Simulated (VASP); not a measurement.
# Al (P6_3/mmc) in VASP: notebook, part 2 of 2

VASP 6.6.1.

### 3 Relaxation of cell and atoms, PBE+D3(BJ)

This run uses another cell than the first one, of 16.60 Å³/atom, 1.043 times its volume.

The input, INCAR:

```
SYSTEM = Al
PREC     = Accurate       ! precision mode
ENCUT    = 600            ! plane-wave cutoff, eV
EDIFF    = 1E-7           ! SCF threshold, eV
ISMEAR   = 0              ! smearing method
SIGMA    = 0.1            ! smearing width, eV
LREAL    = .FALSE.        ! projectors in reciprocal space
LASPH    = .TRUE.         ! aspherical terms in the spheres
NELM     = 100            ! most SCF steps
ALGO     = Fast           ! electronic algorithm
ISIF     = 3              ! what is computed and relaxed
LWAVE    = .FALSE.        ! write WAVECAR
LCHARG   = .FALSE.        ! write CHGCAR
GGA      = PE             ! functional
IVDW     = 12             ! dispersion correction
IBRION   = 2              ! ionic algorithm
NSW      = 100            ! ionic steps
EDIFFG   = -0.002         ! ionic threshold
```

The input, KPOINTS:

```
Automatic mesh
0
G
  18 18 10
  0 0 0
```

The input, POSCAR:

```
Al
1.0
    2.8633495052      0.0000000000      0.0000000000
   -1.4316747526      2.4797334114      0.0000000000
    0.0000000000      0.0000000000      4.6758497419
Al
2
Direct
    0.3333333333      0.6666666667      0.2500000000
    0.6666666667      0.3333333333      0.7500000000
```

Potentials or basis: VASP PAW PBE potentials, release 64 (Al).

Started as:

```bash
$ cat potpaw_PBE.64/Al/POTCAR > POTCAR
$ mpirun -np 1 vasp_std > vasp.out
```

OUTCAR:

```text
SYSTEM = Al
   PREC = Accurate
   ENCUT = 600
   EDIFF = 1E-7
   ISMEAR = 0
   LREAL = .FALSE.
   LASPH = .TRUE.
   NELM = 100
   ISIF = 3
   GGA = PE
   IVDW = 12
   IBRION = 2
   NSW = 100
   EDIFFG = -0.002
 IVDW          = 12

 ion  position               nearest neighbor table
   1  0.333  0.667  0.250-   2 2.86   2 2.86   2 2.86   2 2.86   2 2.86   2 2.86
   2  0.667  0.333  0.750-   1 2.86   1 2.86   1 2.86   1 2.86   1 2.86   1 2.86

  LATTYP: Found a hexagonal cell.
 ALAT       =     2.8633495052
 C/A-ratio  =     1.6330000000

  Lattice vectors:

 A1 = (   2.8633495052,   0.0000000000,   0.0000000000)
 A2 = (  -1.4316747526,   2.4797334114,   0.0000000000)
 A3 = (   0.0000000000,   0.0000000000,   4.6758497419)

Analysis of symmetry for initial positions (statically):
=====================================================================
 Subroutine PRICEL returns:
 Original cell was already a primitive cell.

 Routine SETGRP: Setting up the symmetry group for a
 hexagonal supercell.

 Subroutine GETGRP returns: Found 24 space group operations
 (whereof 12 operations were pure point group operations)
 out of a pool of 24 trial point group operations.

The static configuration has the point symmetry D_3d.
 The point group associated with its full space group is D_6h.

Analysis of symmetry for dynamics (positions and initial velocities):
=====================================================================
 Subroutine PRICEL returns:
 Original cell was already a primitive cell.

 Routine SETGRP: Setting up the symmetry group for a
 hexagonal supercell.

 Subroutine GETGRP returns: Found 24 space group operations
 (whereof 12 operations were pure point group operations)
 out of a pool of 24 trial point group operations.

The dynamic configuration has the point symmetry D_3d.
 The point group associated with its full space group is D_6h.

 Subroutine INISYM returns: Found 24 space group operations
 (whereof 12 operations are pure point group operations),
 and found     1 'primitive' translations

----------------------------------------------------------------------------------------

                                     Primitive cell

  volume of cell :      33.2001

  direct lattice vectors                    reciprocal lattice vectors
     2.863349505  0.000000000  0.000000000     0.349241334  0.201634578  0.000000000
    -1.431674753  2.479733411  0.000000000     0.000000000  0.403269156  0.000000000
     0.000000000  0.000000000  4.675849742     0.000000000  0.000000000  0.213864871

  length of vectors
     2.863349505  2.863349505  4.675849742     0.403269156  0.403269156  0.213864871

  position of ions in fractional coordinates (direct lattice)
     0.333333333  0.666666667  0.250000000
     0.666666667  0.333333333  0.750000000

  ion indices of the primitive-cell ions
   primitive index   ion index
                 1           1
                 2           2

----------------------------------------------------------------------------------------

 KPOINTS: Automatic mesh

Automatic generation of k-mesh.
 Grid dimensions read from file:
 generate k-points for:   18   18   10

 Generating k-lattice:

  Cartesian coordinates                     Fractional coordinates (reciprocal lattice)
     0.019402296  0.011201921  0.000000000     0.055555556 -0.000000000  0.000000000
     0.000000000  0.022403842  0.000000000     0.000000000  0.055555556  0.000000000
     0.000000000  0.000000000  0.021386487     0.000000000  0.000000000  0.100000000

  Length of vectors
     0.022403842  0.022403842  0.021386487

  Shift w.r.t. Gamma in fractional coordinates (k-lattice)
     0.000000000  0.000000000  0.000000000

 Subroutine IBZKPT returns following result:
 ===========================================

 Found    222 irreducible k-points:

 Following reciprocal coordinates:
            Coordinates               Weight
  0.000000  0.000000  0.000000      1.000000
  0.055556 -0.000000  0.000000      6.000000
  0.111111 -0.000000  0.000000      6.000000
  0.166667  0.000000  0.000000      6.000000
  0.222222 -0.000000  0.000000      6.000000
  0.277778 -0.000000  0.000000      6.000000
[... 16 lines left out ...]
  0.333333  0.111111  0.000000     12.000000
  0.388889  0.111111  0.000000     12.000000
 [... further k-points ...]
   k-points           NKPTS =    222   k-points in BZ     NKDIM =    222   number of bands    NBANDS=      7
   number of dos      NEDOS =    301   number of ions     NIONS =      2
   total plane-waves  NPLWV =  23040
   dimension x,y,z NGX =    24 NGY =   24 NGZ =   40
   dimension x,y,z NGXF=    48 NGYF=   48 NGZF=   80
   ions per type =               2
   NGX,Y,Z   is equivalent  to a cutoff of  13.93, 13.93, 14.22 a.u.
   NGXF,Y,Z  is equivalent  to a cutoff of  27.87, 27.87, 28.44 a.u.
 SYSTEM =  Al
   PREC   = accura    normal or accurate (medium, high low for compatibility)
   ISTART =      0    job   : 0-new  1-cont  2-samecut
   ICHARG =      2    charge: 1-file 2-atom 10-const
   ISPIN  =      1    spin polarized calculation?
   LNONCOLLINEAR =      F non collinear calculations
   LSORBIT =      F    spin-orbit coupling
   LASPH  =      T    aspherical Exc in radial PAW
   ENCUT  =  600.0 eV  44.10 Ry    6.64 a.u.   5.72  5.72  9.34*2*pi/ulx,y,z
   NELM   =    100;   NELMIN=  2; NELMDL= -5     # of ELM steps
   EDIFF  = 0.1E-06   stopping-criterion for ELM
   LREAL  =      F    real-space projection
   EDIFFG = -.2E-02   stopping-criterion for IOM
   NSW    =    100    number of steps for IOM
   IBRION =      2    ionic relax: 0-MD 1-quasi-New 2-CG
   NFREE  =      1    steps in history (QN), initial steepest desc. (CG)
   ISIF   =      3    stress and relaxation
   ISYM   =      2    0-nonsym 1-usesym 2-fastsym
   POTIM  = 0.5000    time-step for ionic-motion
   TEBEG  =    0.0;   TEEND  =   0.0 temperature during run
   PSTRESS=    0.0 pullay stress
   NELECT =       6.0000    total number of electrons
   NUPDOWN=      -1.0000    fix difference up-down
   EMIN   =  10.00;   EMAX   =-10.00  energy-range for DOS
   EFERMI =   0.00;   METHOD = LEGACY
   ISMEAR =     0;   SIGMA  =   0.10  broadening in eV -4-tet -1-fermi 0-gaus
   EFERMI_NEDOS =   21; number of points for ismear=-14 and -15
   IALGO  =     68    algorithm
   IMIX   =      4    mixing-type and parameters
     AMIX     =   0.40;   BMIX     =  1.00
     AMIX_MAG =   1.60;   BMIX_MAG =  1.00
  volume/ion in A,a.u.               =      16.60       112.02
  Fermi-wavevector in a.u.,A,eV,Ry     =   0.925576  1.749084 11.655980  0.856690
  Thomas-Fermi vector in A             =   2.051445
   LORBIT       =      0    0 simple, 1 ext, 2 COOP (PROOUT), +10 PAW based schemes
   GGA     = PE    functional components
   LHFCALC =     F    Hartree Fock is set to
   AEXX    =    0.0000 exact exchange contribution
   IVDW    =    12    specifies the selected vdW correction
   LEPSILON=     F    determine dielectric tensor
   LRPA    =     F    only Hartree local field effects (RPA)
 conjugate gradient relaxation of ions
 non-spin polarized calculation
 RMM-DIIS sequential band-by-band and
 Gauss-broadening in eV      SIGMA  =   0.10
  energy-cutoff  :      600.00
  volume of cell :       33.20
 maximum number of plane-waves:      1124
 NGX is ok and might be reduce to    24
   NGX = 11   NGY = 11   NGZ = 19

--------------------------------------- Ionic step        1  -------------------------------------------

 number of electron       6.0000000 magnetization

 Free energy of the ion-electron system (eV)
  ---------------------------------------------------
  ext. energy  EPLUGINS =         0.00000000
  ---------------------------------------------------
  free energy    TOTEN  =        -7.42513722 eV

  energy without entropy =       -7.41946335  energy(sigma->0) =       -7.42230029

------------------------ aborting loop because EDIFF is reached ----------------------------------------

 Edisp (eV)   -0.66831

 E8    (eV) :    -0.2988
[... 271 lines left out ...]
--------------------------------------- Ionic step        8  -------------------------------------------

 number of electron       6.0000000 magnetization

 Free energy of the ion-electron system (eV)
  ---------------------------------------------------
  ext. energy  EPLUGINS =         0.00000000
  ---------------------------------------------------
  free energy    TOTEN  =        -7.40923349 eV

  energy without entropy =       -7.40406729  energy(sigma->0) =       -7.40665039

 E-fermi :   8.3986     XC(G=0): -10.3316

 val. band max:        8.3904440039   @ k =   0.2778   0.1111   0.3000
 cond. band min:       8.4281448830   @ k =   0.2778   0.0556   0.2000
 fundamental gap:      0.0377008791
 Fermi energy:         8.3986214656

 k-point     1 :       0.0000    0.0000    0.0000
  band No.  band energies     occupation
      1      -3.0051      2.00000
      2       3.6720      2.00000
      3       4.0022      2.00000
      4      19.1987      0.00000
      5      19.1987      0.00000
      6      19.5260      0.00000
      7      19.5260      0.00000
[... 221 lines left out ...]
 k-point    24 :       0.3889    0.1111    0.0000
  band No.  band energies     occupation
      1       2.0032      2.00000
      2       4.5986      2.00000
      3       8.3568      1.44610
      4       8.8943      0.00000
      5      10.7043      0.00000
      6      11.0436      0.00000
      7      12.3486      0.00000

 [... further k-points ...]

------------------------ aborting loop because EDIFF is reached ----------------------------------------

 Edisp (eV)   -0.69864

 E8    (eV) :    -0.3125
[... 25 lines left out ...]
  FREE ENERGIE OF THE ION-ELECTRON SYSTEM (eV)
  ---------------------------------------------------
  free  energy   TOTEN  =        -8.1078702195 eV

  energy  without entropy=       -8.1027040201  energy(sigma->0) =       -8.10528712

 reached required accuracy - stopping structural energy minimisation
```

It took 89 s on 1 thread of Intel Xeon Platinum 8488C (Sapphire Rapids), shared host; peak memory 0.2 GiB.

What came out:

| Property | Result |
| --- | --- |
| Free energy | -8.1079 eV |
| Relaxed volume | 15.91 Å³/atom |
| Relaxed cell | a = 2.827 Å, b = 2.827 Å, c = 4.598 Å, α = 90.00°, β = 90.00°, γ = 120.00° |
| Space group after relaxing (to 0.05 Å) | P6_3/mmc (No. 194) |
| Energy gained by relaxing | 7.2 meV/atom |
| Ionic steps | 8 |
| Pressure after relaxing | 0.0 GPa |
| Band gap on the k mesh | none (metal or under the smearing width) |
| Dispersion energy per atom | -0.349 eV |

Step by step:
```csv
step,energy change (eV),largest force (eV/Å),pressure (GPa),volume (Å³)
1,0.0000,0.0000,-3.19,33.20
2,-0.0141,0.0000,0.48,31.64
3,-0.0144,0.0000,0.01,31.81
4,-0.0144,0.0000,-0.06,31.84
5,-0.0144,0.0000,-0.06,31.84
6,-0.0144,0.0000,-0.06,31.84
7,-0.0144,0.0000,0.05,31.80
8,-0.0144,0.0000,0.01,31.81
```

Final structure:
```yaml
crystal:
  lattice:
    - [2.82659, 0.00000, 0.00000]
    - [-1.41330, 2.44790, 0.00000]
    - [0.00000, 0.00000, 4.59783]
  atoms:
    - { symbol: Al, position: [0.33333, 0.66667, 0.25000] }
    - { symbol: Al, position: [0.66667, 0.33333, 0.75000] }
```

Levels at points of the mesh, in eV from the Fermi level:
```tsv
k point	band 1	band 2	band 3	band 4	band 5	band 6	band 7
(0.00, 0.00, 0.00)	-11.40	-4.73	-4.40	10.80	10.80	11.13	11.13
(0.50, 0.00, 0.00)	-5.45	-5.30	0.60	1.23	1.45	1.87	5.71
(0.00, 0.00, 0.50)	-9.66	-9.66	3.58	3.58	11.99	11.99	11.99
(0.50, 0.00, 0.50)	-4.06	-4.06	-3.28	-3.28	7.19	7.19	7.67
```

Caveat: pairwise dispersion overbinds metals, which lowers pressure and volume.

### 4 Single point, PBE+D3(BJ)

This run uses another cell than the first one, of 16.60 Å³/atom, 1.043 times its volume.

The input, INCAR:

```
SYSTEM = Al
  PREC = Accurate
  ENCUT = 520
  EDIFF = 1E-6
  ISMEAR = 0
  SIGMA = 0.1
  LREAL = .False.
  LASPH = .True.
  NELM = 100
  ALGO = Normal
  ISIF = 2
  LWAVE = .False.
  LCHARG = .True.
  GGA = PE
  IVDW = 12
  LELF = .True.
  LVHAR = .True.
  NBANDS = 10
```

The input, KPOINTS:

```
Automatic mesh
0
Gamma
  9 9 4
  0 0 0
```

POSCAR is that of step 3.

Started as:

```bash
$ cat potpaw_PBE.64/Al/POTCAR > POTCAR
$ mpirun -np 1 vasp_std > vasp.out
```

Wall time 8 s (1 thread of Intel Xeon Platinum 8488C (Sapphire Rapids), shared host); peak memory 0.15 GiB.

It converged, with:

* Free energy: -8.0729 eV
* Pressure: -3.1 GPa
* Band gap on the k mesh: none (metal or under the smearing width)
* Dispersion energy per atom: -0.334 eV

Stress tensor (GPa, compression positive):
```
-2.72  0.00  0.00
 0.00 -2.72  0.00
 0.00  0.00 -3.98
```

Levels at points of the mesh, in eV from the Fermi level:
| k point | band 1 | band 2 | band 3 | band 4 | band 5 | band 6 | band 7 | band 8 |
| --- | --- | --- | --- | --- | --- | --- | --- | --- |
| (0.00, 0.00, 0.00) | -11.03 | -4.50 | -4.31 | 10.58 | 10.58 | 11.02 | 11.02 | 12.14 |
| (0.00, 0.00, 0.50) | -9.34 | -9.34 | 3.50 | 3.50 | 11.84 | 11.84 | 11.84 | 11.84 |

Caveat: pairwise dispersion overbinds metals, which lowers pressure and volume.

### 5 The runs side by side

| task | cell | k mesh | cutoff (eV) | gap on the mesh (eV) | pressure (GPa) |
| --- | --- | --- | --- | --- | --- |
| single point | P6_3/mmc, 15.92 Å³/atom | 18 × 18 × 10 | 520 | none | 0.0 |
| relaxation of cell and atoms | relaxed | 18 × 18 × 10 | 600 | none | 0.0 |
| single point | P6_3/mmc, 16.6 Å³/atom | 9 × 9 × 4 | 520 | none | -3.1 |

Alike in all rows: level PBE+D3(BJ); potentials or basis VASP PAW PBE potentials, release 64 (Al); no spin polarisation; smearing gaussian 0.1 eV.

Caveats: pairwise dispersion overbinds metals, which lowers pressure and volume.

Total energies depend on the potentials used, so only differences within one code and one set of settings carry meaning.
